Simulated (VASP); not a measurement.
# Hf (P6/mmm) in VASP: a series of runs

One crystal, Hf, is run at these levels: PBEsol; tasks: relaxation of cell and atoms.

All numbers are computed with VASP 6.6.1; they aren't measurements. Logs are shortened: lines on timing, memory, paths and dates and some standing lists are left out, and cuts for length are marked.

### 1 The crystal as given

The structure is hexagonal, space group P6/mmm (No. 191). Conventional cell: a = 4.365 Å, b = 4.365 Å, c = 2.737 Å, α = 90.00°, β = 90.00°, γ = 120.00°. Around Hf (site symmetry -6m2) lie 11 Hf at 2.52 to 2.87 Å. Hf (site symmetry 6/mmm) has 14 Hf at 2.74 to 2.87 Å as nearest neighbours.

This isn't the form of Hf at room conditions, which is hcp.

### 2 Relaxation of cell and atoms, PBEsol, target pressure 75 GPa, at which the enthalpy is minimised

INCAR reads:

```
ALGO = Normal ; EDIFF = 1E-7
EDIFFG = -0.002 ; ENCUT = 520
GGA = PS ; IBRION = 2
ISIF = 3 ; ISMEAR = 0
KPAR = 4 ; LASPH = T
LCHARG = F ; LREAL = F
LWAVE = F ; NELM = 60
NSW = 80 ; PREC = Accurate
PSTRESS = 750.0 ; SIGMA = 0.1
```

KPOINTS reads:

```
k-points
0
Gamma
  3 3 4
```

POSCAR reads:

```
Hf                                      
1.0
    4.3651811724      0.0000000000      0.0000000000
   -2.1825905862      3.7803577980      0.0000000000
    0.0000000000      0.0000000000      2.7371777299
  Hf            
     3
Direct
     0.6666666699999979    0.3333333300000021    0.5000000000000000
     0.3333333300000021    0.6666666699999979    0.5000000000000000
     0.0000000000000000    0.0000000000000000    0.0000000000000000
```

Potentials or basis: VASP PAW PBE potentials, release 64 (Hf_pv).

Run with:

```bash
$ cat potpaw_PBE.64/Hf_pv/POTCAR > POTCAR
$ mpirun -np 4 vasp_std > vasp.out
```

OUTCAR:

```text
EDIFF = 1E-7
   EDIFFG = -0.002
   ENCUT = 520
   GGA = PS
   IBRION = 2
   ISIF = 3
   ISMEAR = 0
   LASPH = T
   LREAL = F
   NELM = 60
   NSW = 80
   PREC = Accurate
   PSTRESS = 750.0

 ion  position               nearest neighbor table
   1  0.667  0.333  0.500-   2 2.52   2 2.52   2 2.52   3 2.87   3 2.87   3 2.87   3 2.87   3 2.87
                             3 2.87   2 3.72   2 3.72   2 3.72   2 3.72   2 3.72   2 3.72
   2  0.333  0.667  0.500-   1 2.52   1 2.52   1 2.52   3 2.87   3 2.87   3 2.87   3 2.87   3 2.87
                             3 2.87   1 3.72   1 3.72   1 3.72   1 3.72   1 3.72   1 3.72
   3  0.000  0.000  0.000-   1 2.87   2 2.87   1 2.87   2 2.87   1 2.87   1 2.87   2 2.87   2 2.87
                             1 2.87   1 2.87   2 2.87   2 2.87

  LATTYP: Found a hexagonal cell.
 ALAT       =     4.3651811724
 C/A-ratio  =     0.6270479098

  Lattice vectors:

 A1 = (   4.3651811724,   0.0000000000,   0.0000000000)
 A2 = (  -2.1825905862,   3.7803577980,   0.0000000000)
 A3 = (   0.0000000000,   0.0000000000,   2.7371777299)

Analysis of symmetry for initial positions (statically):
=====================================================================
 Subroutine PRICEL returns:
 Original cell was already a primitive cell.

 Routine SETGRP: Setting up the symmetry group for a
 hexagonal supercell.

 Subroutine GETGRP returns: Found 24 space group operations
 (whereof 24 operations were pure point group operations)
 out of a pool of 24 trial point group operations.

The static configuration has the point symmetry D_6h.

Analysis of symmetry for dynamics (positions and initial velocities):
=====================================================================
 Subroutine PRICEL returns:
 Original cell was already a primitive cell.

 Routine SETGRP: Setting up the symmetry group for a
 hexagonal supercell.

 Subroutine GETGRP returns: Found 24 space group operations
 (whereof 24 operations were pure point group operations)
 out of a pool of 24 trial point group operations.

The dynamic configuration has the point symmetry D_6h.

 Subroutine INISYM returns: Found 24 space group operations
 (whereof 24 operations are pure point group operations),
 and found     1 'primitive' translations

----------------------------------------------------------------------------------------

                                     Primitive cell

  volume of cell :      45.1688

  direct lattice vectors                    reciprocal lattice vectors
     4.365181172  0.000000000  0.000000000     0.229085566  0.132262613  0.000000000
    -2.182590586  3.780357798  0.000000000     0.000000000  0.264525226  0.000000000
     0.000000000  0.000000000  2.737177730     0.000000000  0.000000000  0.365339813

  length of vectors
     4.365181172  4.365181182  2.737177730     0.264525226  0.264525226  0.365339813

  position of ions in fractional coordinates (direct lattice)
     0.666666670  0.333333330  0.500000000
     0.333333330  0.666666670  0.500000000
     0.000000000  0.000000000  0.000000000

  ion indices of the primitive-cell ions
   primitive index   ion index
                 1           1
                 2           2
                 3           3

----------------------------------------------------------------------------------------

 KPOINTS: k-points

Automatic generation of k-mesh.
 Grid dimensions read from file:
 generate k-points for:    3    3    4

 Generating k-lattice:

  Cartesian coordinates                     Fractional coordinates (reciprocal lattice)
     0.076361855  0.044087538  0.000000000     0.333333333  0.000000000  0.000000000
     0.000000000  0.088175075  0.000000000     0.000000000  0.333333333  0.000000000
     0.000000000  0.000000000  0.091334953     0.000000000  0.000000000  0.250000000

  Length of vectors
     0.088175075  0.088175075  0.091334953

  Shift w.r.t. Gamma in fractional coordinates (k-lattice)
     0.000000000  0.000000000  0.000000000

 Subroutine IBZKPT returns following result:
 ===========================================

 Found      9 irreducible k-points:

 Following reciprocal coordinates:
            Coordinates               Weight
  0.000000  0.000000  0.000000      1.000000
  0.333333  0.000000  0.000000      6.000000
  0.333333  0.333333  0.000000      2.000000
  0.000000  0.000000  0.250000      2.000000
  0.333333  0.000000  0.250000     12.000000
  0.333333  0.333333  0.250000      4.000000
  0.000000  0.000000  0.500000      1.000000
  0.333333  0.000000  0.500000      6.000000
  0.333333  0.333333  0.500000      2.000000
   k-points           NKPTS =      9   k-points in BZ     NKDIM =      9   number of bands    NBANDS=     19
   number of dos      NEDOS =    301   number of ions     NIONS =      3
   total plane-waves  NPLWV =  20480
   dimension x,y,z NGX =    32 NGY =   32 NGZ =   20
   dimension x,y,z NGXF=    64 NGYF=   64 NGZF=   40
   ions per type =               3
   NGX,Y,Z   is equivalent  to a cutoff of  12.19, 12.19, 12.15 a.u.
   NGXF,Y,Z  is equivalent  to a cutoff of  24.37, 24.37, 24.29 a.u.
 SYSTEM =  unknown system
   PREC   = accura    normal or accurate (medium, high low for compatibility)
   ISTART =      0    job   : 0-new  1-cont  2-samecut
   ICHARG =      2    charge: 1-file 2-atom 10-const
   ISPIN  =      1    spin polarized calculation?
   LNONCOLLINEAR =      F non collinear calculations
   LSORBIT =      F    spin-orbit coupling
   LASPH  =      T    aspherical Exc in radial PAW
   ENCUT  =  520.0 eV  38.22 Ry    6.18 a.u.   8.12  8.12  5.09*2*pi/ulx,y,z
   NELM   =     60;   NELMIN=  2; NELMDL= -5     # of ELM steps
   EDIFF  = 0.1E-06   stopping-criterion for ELM
   LREAL  =      F    real-space projection
   EDIFFG = -.2E-02   stopping-criterion for IOM
   NSW    =     80    number of steps for IOM
   IBRION =      2    ionic relax: 0-MD 1-quasi-New 2-CG
   NFREE  =      1    steps in history (QN), initial steepest desc. (CG)
   ISIF   =      3    stress and relaxation
   ISYM   =      2    0-nonsym 1-usesym 2-fastsym
   POTIM  = 0.5000    time-step for ionic-motion
   TEBEG  =    0.0;   TEEND  =   0.0 temperature during run
   PSTRESS=  750.0 pullay stress
   NELECT =      30.0000    total number of electrons
   NUPDOWN=      -1.0000    fix difference up-down
   EMIN   =  10.00;   EMAX   =-10.00  energy-range for DOS
   EFERMI =   0.00;   METHOD = LEGACY
   ISMEAR =     0;   SIGMA  =   0.10  broadening in eV -4-tet -1-fermi 0-gaus
   EFERMI_NEDOS =   21; number of points for ismear=-14 and -15
   IALGO  =     38    algorithm
   IMIX   =      4    mixing-type and parameters
     AMIX     =   0.40;   BMIX     =  1.00
     AMIX_MAG =   1.60;   BMIX_MAG =  1.00
  volume/ion in A,a.u.               =      15.06       101.60
  Fermi-wavevector in a.u.,A,eV,Ry     =   1.428354  2.699198 27.758540  2.040195
  Thomas-Fermi vector in A             =   2.548425
   LORBIT       =      0    0 simple, 1 ext, 2 COOP (PROOUT), +10 PAW based schemes
   GGA     = PS    functional components
   LHFCALC =     F    Hartree Fock is set to
   AEXX    =    0.0000 exact exchange contribution
   IVDW    =     0    specifies the selected vdW correction
   LEPSILON=     F    determine dielectric tensor
   LRPA    =     F    only Hartree local field effects (RPA)
 conjugate gradient relaxation of ions
 non-spin polarized calculation
 Gauss-broadening in eV      SIGMA  =   0.10
  energy-cutoff  :      520.00
  volume of cell :       45.17
 maximum number of plane-waves:      1242
   NGX = 17   NGY = 17   NGZ = 11

 number of electron      30.0000004 magnetization

 Free energy of the ion-electron system (eV)
  ---------------------------------------------------
  ext. energy  EPLUGINS =         0.00000000
  ---------------------------------------------------
  free energy    TOTEN  =       -28.20882586 eV

  energy without entropy =      -28.19492982  energy(sigma->0) =      -28.20187784

 E-fermi :   7.5009     XC(G=0): -13.3410

 val. band max:        7.4638217251   @ k =   0.3333   0.3333   0.2500
 cond. band min:       7.8842663675   @ k =   0.3333   0.0000   0.0000
 fundamental gap:      0.4204446424
 Fermi energy:         7.5009410737

 k-point     1 :       0.0000    0.0000    0.0000
  band No.  band energies     occupation
      1     -23.2413      2.00000
      2     -23.2413      2.00000
      3     -22.6339      2.00000
      4     -22.6339      2.00000
      5     -21.6819      2.00000
      6     -20.9453      2.00000
[... 11 lines left out ...]
     18      10.3088      0.00000
     19      10.3088      0.00000

 k-point     2 :       0.3333    0.0000    0.0000
  band No.  band energies     occupation
      1     -23.7446      2.00000
      2     -23.1994      2.00000
      3     -21.9577      2.00000
      4     -21.9148      2.00000
      5     -21.5805      2.00000
      6     -21.4775      2.00000
[... 11 lines left out ...]
     18       9.3328      0.00000
     19      10.4368      0.00000

 k-point     3 :       0.3333    0.3333    0.0000
  band No.  band energies     occupation
      1     -23.5251      2.00000
      2     -22.9573      2.00000
      3     -22.9573      2.00000
      4     -21.4828      2.00000
      5     -21.4828      2.00000
      6     -21.2005      2.00000
[... 11 lines left out ...]
     18       9.3197      0.00000
     19      10.3996      0.00000

 k-point     4 :       0.0000    0.0000    0.2500
  band No.  band energies     occupation
      1     -23.1141      2.00000
      2     -23.1141      2.00000
      3     -22.4902      2.00000
      4     -22.3588      2.00000
      5     -22.3588      2.00000
      6     -21.9367      2.00000
[... 77 lines left out ...]
     18      10.8222      0.00000
     19      10.8222      0.00000

 k-point     8 :       0.3333    0.0000    0.5000
  band No.  band energies     occupation
      1     -23.3036      2.00000
      2     -23.2949      2.00000
      3     -23.1319      2.00000
      4     -22.6276      2.00000
      5     -22.3383      2.00000
      6     -21.9952      2.00000
[... 11 lines left out ...]
     18      10.1864      0.00000
     19      10.4816      0.00000

 k-point     9 :       0.3333    0.3333    0.5000
  band No.  band energies     occupation
      1     -23.7830      2.00000
      2     -23.0894      2.00000
      3     -23.0894      2.00000
      4     -22.2502      2.00000
      5     -22.0746      2.00000
      6     -22.0746      2.00000
[... 11 lines left out ...]
     18       9.1093      0.00000
     19       9.1093      0.00000

------------------------ aborting loop because EDIFF is reached ----------------------------------------

  FORCE on cell =-STRESS in cart. coord.  units (eV):
  Direction    XX          YY          ZZ          XY          YZ          ZX
  --------------------------------------------------------------------------------------
  -------------------------------------------------------------------------------------
  Total       21.1459468     21.1459469     21.1441714      0.0000000     -0.0000000      0.0000000
  in kB      750.0661046    750.0661088    750.0031291      0.0000000     -0.0000000      0.0000000
  external PRESSURE =       0.0451142 kB  Pullay stress =     750.0000000 kB

 VOLUME and BASIS-vectors are now :
 -----------------------------------------------------------------------------
  energy-cutoff  :      520.00
  volume of cell :       45.17
      direct lattice vectors                 reciprocal lattice vectors
     4.365181172  0.000000000  0.000000000     0.229085566  0.132262613  0.000000000
    -2.182590586  3.780357798  0.000000000     0.000000000  0.264525226  0.000000000
     0.000000000  0.000000000  2.737177730     0.000000000  0.000000000  0.365339813

 POSITION                                       TOTAL-FORCE (eV/Angst)
 -----------------------------------------------------------------------------------
      2.18259      1.26012      1.36859        -0.000000      0.000000      0.000000
     -0.00000      2.52024      1.36859         0.000000     -0.000000      0.000000
      0.00000      0.00000      0.00000        -0.000000      0.000000      0.000000
 -----------------------------------------------------------------------------------
    total drift:                               -0.000000      0.000000     -0.000000

  FREE ENERGIE OF THE ION-ELECTRON SYSTEM (eV)
  ---------------------------------------------------
  free  energy   TOTEN  =       -28.2088258597 eV

  energy  without entropy=      -28.1949298167  energy(sigma->0) =      -28.20187784

  enthalpy is  TOTEN    =        -7.0647426862 eV   P V=       21.1440831735

 reached required accuracy - stopping structural energy minimisation
```

Wall time 3.8 s (4 MPI ranks of Intel Xeon Platinum 8375C at 2.90GHz (Ice Lake), shared host); peak memory 0.14 GiB.

What came out:

- Free energy: -28.2088 eV
- Pressure after relaxing: 75.0 GPa
- Band gap on the k mesh: none (metal or under the smearing width)

Final structure:
```
Hf
1.0
     4.36518    0.00000    0.00000
    -2.18259    3.78036    0.00000
     0.00000    0.00000    2.73718
Hf
3
Direct
  0.66667 0.33333 0.50000
  0.33333 0.66667 0.50000
  0.00000 0.00000 0.00000
```

Levels at points of the mesh, in eV from the Fermi level:
| k point | band 11 | band 12 | band 13 | band 14 | band 15 | band 16 | band 17 | band 18 | band 19 |
| --- | --- | --- | --- | --- | --- | --- | --- | --- | --- |
| (0.00, 0.00, 0.00) | -4.10 | -0.53 | -0.17 | -0.17 | -0.04 | -0.04 | 1.48 | 2.81 | 2.81 |
| (0.00, 0.00, 0.50) | -4.46 | -2.98 | -2.98 | -2.72 | -1.30 | 1.91 | 1.91 | 3.32 | 3.32 |

Caveat: the k mesh is coarse (spacing up to 0.57 Å⁻¹), so the values aren't converged; the relaxation stopped at its first step, so nothing moved; the cell is relaxed towards a set pressure, so the enthalpy falls and the energy may rise; the PAW data sets were made with another functional, which shifts forces and pressure a little.

### 3 Relaxation of cell and atoms, PBEsol, target pressure 12 GPa, at which the enthalpy is minimised

This run uses another cell than the first one, of 17.66 Å³/atom, 1.173 times its volume.

INCAR: that of step 2 with these lines changed.

```diff
@@ -8,2 +8,2 @@
 NSW = 80 ; PREC = Accurate
-PSTRESS = 750.0 ; SIGMA = 0.1
+PSTRESS = 120.0 ; SIGMA = 0.1
```

KPOINTS is that of step 2.

POSCAR reads:

```
Hf                                      
1.0
    4.5997135002      0.0000000000      0.0000000000
   -2.2998567501      3.9834687538      0.0000000000
    0.0000000000      0.0000000000      2.8919371833
  Hf            
     3
Direct
     0.6666666699999979    0.3333333300000021    0.5000000000000000
     0.3333333300000021    0.6666666699999979    0.5000000000000000
     0.0000000000000000    0.0000000000000000    0.0000000000000000
```

Potentials or basis: VASP PAW PBE potentials, release 64 (Hf_pv).

Run with:

```bash
$ cat potpaw_PBE.64/Hf_pv/POTCAR > POTCAR
$ mpirun -np 4 vasp_std > vasp.out
```

Run time: 26 s. Hardware: 4 MPI ranks of Intel Xeon Platinum 8375C at 2.90GHz (Ice Lake), shared host; peak memory 0.18 GiB.

Results (log left out):

```yaml
Free_energy: -31.3330 eV
Relaxed_volume: 19.43 Å³/atom
Relaxed_cell: a = 4.749 Å, b = 4.749 Å, c = 2.984 Å, α = 90.00°, β = 90.00°, γ = 120.00°
Space_group_after_relaxing_to_0.05_Å: P6/mmm (No. 191)
Energy_change_on_relaxing_the_enthalpy_is_what_falls: -224.0 meV/atom
Ionic_steps: 9
Pressure_after_relaxing: 12.0 GPa
Band_gap_on_the_k_mesh: none (metal or under the smearing width)
```

The path:
| step | energy change (eV) | largest force (eV/Å) | pressure (GPa) | volume (Å³) |
| --- | --- | --- | --- | --- |
| 1 | 0.0000 | 0.0000 | 30.00 | 52.99 |
| 2 | -0.6611 | 0.0000 | -9.53 | 69.71 |
| 3 | -0.6956 | 0.0000 | 11.11 | 58.61 |
| 4 | -0.6741 | 0.0000 | 11.92 | 58.31 |
| 5 | -0.6658 | 0.0000 | 12.22 | 58.20 |
| 6 | -0.6661 | 0.0000 | 12.21 | 58.20 |
| 7 | -0.6661 | 0.0000 | 12.21 | 58.20 |
| 8 | -0.6678 | 0.0000 | 12.15 | 58.22 |
| 9 | -0.6719 | 0.0000 | 12.00 | 58.28 |

Final structure:
```
Hf
1.0
     4.74895    0.00000    0.00000
    -2.37447    4.11271    0.00000
     0.00000    0.00000    2.98394
Hf
3
Direct
  0.66667 0.33333 0.50000
  0.33333 0.66667 0.50000
  0.00000 0.00000 0.00000
```

Levels at points of the mesh, in eV from the Fermi level:
| k point | band 12 | band 13 | band 14 | band 15 | band 16 | band 17 | band 18 | band 19 |
| --- | --- | --- | --- | --- | --- | --- | --- | --- |
| (0.00, 0.00, 0.00) | -0.58 | -0.55 | -0.55 | -0.53 | -0.53 | 1.25 | 2.34 | 2.34 |
| (0.00, 0.00, 0.50) | -3.08 | -2.25 | -2.25 | -2.10 | 1.54 | 1.54 | 2.32 | 2.32 |

Caveat: the k mesh is coarse (spacing up to 0.54 Å⁻¹), so the values aren't converged; the cell is relaxed towards a set pressure, so the enthalpy falls and the energy may rise; the PAW data sets were made with another functional, which shifts forces and pressure a little.

[end of part 1 of 2]
